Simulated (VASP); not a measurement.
# Sr8Ti8HO23 (a cell with a defect) in VASP: further runs, part 2 of 2

VASP 6.6.1.

### 3 Single point, HSE06

Input file POSCAR:

```
Sr8Ti8HO23                              
1.0
    7.8804100000      0.0000000000      0.0000000000
    0.0000000000     -7.8804100000      0.0000000000
    0.0000000000      0.0000000000     -7.8804100000
  Sr              Ti              H               O             
     8     8     1    23
Direct
     0.2500263556990421    0.2467998124005448    0.2471832898471232
     0.2497833441765901    0.2470353929610815    0.7539647675698028
     0.2500974761833003    0.7537512011863832    0.2472887380563190
     0.2498620875718547    0.7535079721730582    0.7538519313067665
     0.7499139658778751    0.2458431695410681    0.2462460047988101
     0.7498729120516932    0.2458733785331422    0.7552126220932468
     0.7499198022510861    0.7548394880663821    0.2462561690641158
     0.7498842608881698    0.7548029453287735    0.7552093044877902
     0.9913397740720834    0.5003821993639300    0.5026910309413303
     0.0019713350688409    0.5001984205989231    0.0033061823800093
     0.0018758145681604    0.0004256759220735    0.5001128936193806
     0.9999558896193449    0.0001898480051891    0.0001673699583955
     0.5085750367172217    0.5011688475985773    0.5004132350784879
     0.4980377460538740    0.5000801946826632    0.0003854417684704
     0.4979732113501561    0.0014451732906470    0.5005101689516387
     0.4997102683461045    0.0000990858081095    0.0004580335714117
     0.2497589218852747    0.4997739327427075    0.5006912457739153
     0.2499713512039155    0.5000014342555186    0.9998605135335905
     0.2499455537708058    0.9999362277089064    0.5000019489170550
     0.2499680005307858    0.0000261704631107    0.0000877003192240
     0.7500384612706563    0.4999441684663541    0.4998932940553947
     0.7498857929483188    0.5000042798081651    0.0000646041936269
     0.7499130697072763    0.9998162250708669    0.5000279551638912
     0.7499512513175545    0.0000201895229327    0.0000557965871197
     0.0079236946863510    0.2533071411856410    0.4996461715560073
     0.9993163913067025    0.2502750931201188    0.9999499758757043
     0.0080575322498590    0.7464438274805263    0.4996558684102555
     0.9993001373079026    0.7497186947055937    0.9999521805933979
     0.4920326251568696    0.2530837741853535    0.5000287187633878
     0.5005574519033701    0.2502683814195841    0.0000701121272287
     0.4917174969550974    0.7461682331823813    0.5000450087279580
     0.5005690783381278    0.7496745335357103    0.0000682755800991
     0.0079727095060766    0.4999325690847951    0.2527951542235440
     0.0080794055234527    0.4999190504353389    0.7460586762011557
     0.9992932982222722    0.9999780608392854    0.2502866186359316
     0.9993128508959710    0.9999794464463160    0.7496947400762445
     0.4916936439918343    0.4997747590450822    0.2535797405788122
     0.4920765335308253    0.4997962772575170    0.7466216956873322
     0.5005660494121346    0.9999275700137888    0.2503524199116971
     0.5005704578831691    0.9999308345638649    0.7497393610143301
```

Input file INCAR.step1:

```
ALGO = Normal
EDIFF = 1E-5
ENCUT = 400
GGA = PE
ICORELEVEL = 1
ISIF = 2
ISMEAR = 0
LASPH = T
LREAL = Auto
LWAVE = T
NELECT = 314.0
NELM = 80
PREC = Normal
SIGMA = 0.01
```

Input file INCAR.step2:

```
ALGO = Normal
EDIFF = 1E-6
ENCUT = 400
GGA = PE
HFSCREEN = 0.2
ICORELEVEL = 1
ISIF = 2
ISMEAR = 0
ISTART = 1
LASPH = T
LCHARG = F
LHFCALC = T
LREAL = Auto
LWAVE = F
NELECT = 314.0
NELM = 80
PREC = Normal
PRECFOCK = Fast
SIGMA = 0.01
```

Input file KPOINTS:

```
k-points
0
Gamma
  1 1 1
```

Potentials or basis: VASP PAW PBE potentials, release 64 (Sr_sv, Ti_sv, H, O).

The run is started by

```sh
cat potpaw_PBE.64/Sr_sv/POTCAR potpaw_PBE.64/Ti_sv/POTCAR potpaw_PBE.64/H/POTCAR potpaw_PBE.64/O/POTCAR > POTCAR
cp INCAR.step1 INCAR
mpirun -np 8 vasp_gam > vasp.out
cp INCAR.step2 INCAR
mpirun -np 8 vasp_gam > vasp.out
```

OUTCAR:

```text
EDIFF = 1E-6
   ENCUT = 400
   GGA = PE
   HFSCREEN = 0.2
   ISIF = 2
   ISMEAR = 0
   ISTART = 1
   LASPH = T
   LHFCALC = T
   LREAL = Auto
   NELECT = 314.0
   NELM = 80
   PREC = Normal
   PRECFOCK = Fast

 ion  position               nearest neighbor table
   1  0.250  0.247  0.247-  20 2.75  25 2.76  37 2.76  29 2.76  33 2.76  39 2.77  35 2.77  30 2.77
                            26 2.77  19 2.78  18 2.79  17 2.82  16 3.38  12 3.38  10 3.39  15 3.40
[... 534 lines left out ...]
  -------------------------------------------------------------------------------------
  Total      -36.4764256    -35.1811372    -35.1066374     -0.0166381      0.0037434      0.0688369
  in kB     -119.4198213   -115.1791888   -114.9352848     -0.0544714      0.0122555      0.2253644
  external PRESSURE =    -116.5114316 kB  Pullay stress =       0.0000000 kB

 VOLUME and BASIS-vectors are now :
 -----------------------------------------------------------------------------
  energy-cutoff  :      400.00
  volume of cell :      489.38
      direct lattice vectors                 reciprocal lattice vectors
     7.880410000  0.000000000  0.000000000     0.126896951  0.000000000  0.000000000
     0.000000000 -7.880410000  0.000000000     0.000000000 -0.126896951  0.000000000
     0.000000000  0.000000000 -7.880410000     0.000000000  0.000000000 -0.126896951

 POSITION                                       TOTAL-FORCE (eV/Angst)
 -----------------------------------------------------------------------------------
      1.97031     -1.94488     -1.94791         0.001293      0.008146      0.001299
      1.96840     -1.94674     -5.94155        -0.003104     -0.003665     -0.015686
      1.97087     -5.93987     -1.94874         0.002771     -0.014734     -0.004979
      1.96902     -5.93795     -5.94066        -0.001577     -0.002297     -0.008729
      5.90963     -1.93734     -1.94052        -0.000930      0.058314      0.052659
      5.90931     -1.93758     -5.95139         0.002337      0.048651     -0.066929
[... 32 lines left out ...]
      3.94467     -7.87984     -1.97288         0.111895      0.046984      0.037805
      3.94470     -7.87986     -5.90825         0.111845      0.046752      0.047473
 -----------------------------------------------------------------------------------
    total drift:                                0.000442     -0.006070     -0.018075

  FREE ENERGIE OF THE ION-ELECTRON SYSTEM (eV)
  ---------------------------------------------------
  free  energy   TOTEN  =      -385.4480313572 eV

  energy  without entropy=     -385.4480313572  energy(sigma->0) =     -385.44803136
```

OUTCAR.step1:

```text
EDIFF = 1E-5
   ENCUT = 400
   GGA = PE
   ISIF = 2
[... 556 lines left out ...]
      5.90963     -1.93734     -1.94052        -0.001082      0.045044      0.039579
      5.90931     -1.93758     -5.95139         0.002603      0.034900     -0.053356
[... 32 lines left out ...]
      3.94467     -7.87984     -1.97288         0.135434      0.059923      0.051030
      3.94470     -7.87986     -5.90825         0.134753      0.059786      0.035460
 -----------------------------------------------------------------------------------
    total drift:                               -0.002230     -0.002112     -0.019630

  FREE ENERGIE OF THE ION-ELECTRON SYSTEM (eV)
  ---------------------------------------------------
  free  energy   TOTEN  =      -316.7826003666 eV

  energy  without entropy=     -316.7826003666  energy(sigma->0) =     -316.78260037
```

OSZICAR.step1:

```text
N       E                     dE             d eps       ncg     rms          rms(c)
DAV:   1     0.421162701234E+04    0.42116E+04   -0.16058E+05   416   0.150E+03
DAV:   2     0.333582372684E+03   -0.38780E+04   -0.36655E+04   456   0.464E+02
DAV:   3    -0.341404856821E+03   -0.67499E+03   -0.65584E+03   488   0.195E+02
DAV:   4    -0.397947469975E+03   -0.56543E+02   -0.56318E+02   568   0.564E+01
DAV:   5    -0.400975441152E+03   -0.30280E+01   -0.30257E+01   632   0.117E+01    0.717E+01
DAV:   6    -0.314674838607E+03    0.86301E+02   -0.42238E+02   520   0.708E+01    0.400E+01
DAV:   7    -0.317241646666E+03   -0.25668E+01   -0.63265E+01   520   0.210E+01    0.289E+01
DAV:   8    -0.317618776886E+03   -0.37713E+00   -0.14317E+01   504   0.154E+01    0.908E+00
DAV:   9    -0.316855695018E+03    0.76308E+00   -0.36651E+00   584   0.823E+00    0.302E+00
DAV:  10    -0.316772443569E+03    0.83251E-01   -0.46801E-01   560   0.237E+00    0.131E+00
DAV:  11    -0.316787971889E+03   -0.15528E-01   -0.25411E-01   504   0.135E+00    0.912E-01
DAV:  12    -0.316782458281E+03    0.55136E-02   -0.37048E-02   520   0.685E-01    0.410E-01
DAV:  13    -0.316782477116E+03   -0.18834E-04   -0.81558E-03   552   0.291E-01    0.235E-01
DAV:  14    -0.316782535956E+03   -0.58840E-04   -0.12981E-03   528   0.151E-01    0.103E-01
DAV:  15    -0.316782594923E+03   -0.58967E-04   -0.64010E-04   536   0.890E-02    0.327E-02
DAV:  16    -0.316782596300E+03   -0.13769E-05   -0.12770E-04   544   0.353E-02    0.189E-02
DAV:  17    -0.316782600367E+03   -0.40665E-05   -0.27309E-05   312   0.219E-02
   1 F= -.31678260E+03 E0= -.31678260E+03  d E =-.807060E-76
```

It took 86 s on 8 MPI ranks of Intel Xeon Platinum 8488C (Sapphire Rapids), shared host; peak memory 0.34 GiB.

Results:

```
Free energy            : -385.4480 eV
Largest force          : 1.052 eV/Å
Band gap on the k mesh : 2.98 eV, direct
```

Forces in eV/Å, atoms in the order of the input:
```
Sr   0.001  0.008  0.001
Sr  -0.003 -0.004 -0.016
Sr   0.003 -0.015 -0.005
Sr  -0.002 -0.002 -0.009
Sr  -0.001  0.058  0.053
Sr   0.002  0.049 -0.067
Sr  -0.002 -0.066  0.048
Sr   0.001 -0.057 -0.063
Ti  -1.018 -0.044 -0.264
Ti  -0.265 -0.051 -0.401
Ti  -0.280 -0.106 -0.153
Ti   0.127 -0.051 -0.161
Ti   1.021 -0.121 -0.037
Ti   0.280 -0.077 -0.136
Ti   0.268 -0.201 -0.085
Ti  -0.154 -0.082 -0.084
H    0.008 -0.009  0.002
O   -0.003  0.007  0.092
O    0.002  0.052  0.015
O    0.009  0.007  0.013
O   -0.014 -0.021 -0.034
O   -0.005  0.009  0.083
O    0.003  0.049  0.017
O    0.007  0.007  0.015
O    0.403  0.058  0.090
O   -0.107  0.019  0.096
O    0.403  0.019  0.091
O   -0.107  0.031  0.097
O   -0.403  0.128  0.023
O    0.110  0.028  0.017
O   -0.402  0.081  0.025
O    0.110  0.038  0.017
O    0.401  0.020  0.235
O    0.397  0.020  0.205
O   -0.106  0.018  0.050
O   -0.104  0.018  0.070
O   -0.403  0.044  0.058
O   -0.403  0.046  0.014
O    0.112  0.047  0.038
O    0.112  0.047  0.047
```

Core levels (eV, on the scale of the bands):
```tsv
atom	levels
1 Sr	1s -15923.5, 2s -2146.0, 2p -1905.4, 3s -321.9, 3p -244.3, 3d -116.2
2 Sr	1s -15923.5, 2s -2146.0, 2p -1905.4, 3s -321.9, 3p -244.3, 3d -116.2
3 Sr	1s -15923.5, 2s -2146.0, 2p -1905.4, 3s -321.9, 3p -244.3, 3d -116.2
4 Sr	1s -15923.5, 2s -2146.0, 2p -1905.4, 3s -321.9, 3p -244.3, 3d -116.2
5 Sr	1s -15923.6, 2s -2146.2, 2p -1905.6, 3s -322.1, 3p -244.4, 3d -116.3
6 Sr	1s -15923.6, 2s -2146.2, 2p -1905.6, 3s -322.1, 3p -244.4, 3d -116.3
```

Caveat: the cell is charged against a uniform background, so pressure and absolute levels hang on convention; the cutoff is under 1.25 times the usual one of these potentials, so pressure, stress and relaxed cells hold a basis-set (Pulay) error; the PAW data sets were made with another functional, which shifts forces and pressure a little.
